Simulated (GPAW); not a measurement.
Runs of GPAW 26.7.0 on CoO. The structure is trigonal, space group R-3m (No. 166). The conventional cell has a = 2.970 Å, b = 2.970 Å, c = 7.221 Å, α = 90.00°, β = 90.00°, γ = 120.00°. Co (site symmetry -3m) is surrounded by 6 O at 2.10 Å. Around O (site symmetry -3m) lie 6 Co at 2.10 Å. The cell is a database's computed one.

```csv
task,cell,cutoff (eV),lines,response ecut,maxiter,response k mesh,response bands,gap on the mesh (eV),pressure (GPa),moment (μB)
magnons,"R-3m, 9.2 Å³/atom",650,2,150 eV,150,8 × 8 × 8,26,none,-,2.71
magnons,"R-3m, 9.58 Å³/atom",650,2,150 eV,150,8 × 8 × 8,26,none,-,2.80
magnons,"R-3m, 9.0 Å³/atom",650,2,150 eV,150,8 × 8 × 8,26,none,-,2.66
magnons,"R-3m, 9.96 Å³/atom",650,2,150 eV,150,8 × 8 × 8,26,none,-,(a)
magnons,"R-3m, 10.15 Å³/atom",650,2,150 eV,150,8 × 8 × 8,26,none,-,2.97
single point,"R-3m, 9.58 Å³/atom",650,-,-,120,-,-,none,-19.7,2.80
single point,"R-3m, 9.58 Å³/atom",600,-,-,120,-,-,none,(b),2.80
```

Alike in all rows: level LDA; potentials or basis the program's PAW data sets (release 1.2.1) made for this functional, pw; spin collinear, ferromagnetic start; k mesh 9 × 9 × 9; smearing fermi-dirac 0.05 eV.

Estimate the missing entries.

(a) 2.94; (b) -23.0.

Caveats: a cell with one magnetic atom can't hold antiferromagnetic order, which such compounds often take; semilocal functionals often make such compounds metallic where correlation or magnetic order opens a gap, which also shifts bond lengths; the number of bands moves the energies at small q by some ten meV (some runs); the exchange constants hang on this mesh and on the site radius (some runs); magnon energies are noisy on this mesh (some runs); the cutoff is short for stress and forces, so pressures can be off by a GPa or more (some runs); so large a pressure means that the cell lies far from this level's equilibrium, or that cutoff or potentials fall short (some runs).

A gap of «none» marks a metal or a gap under the smearing width.
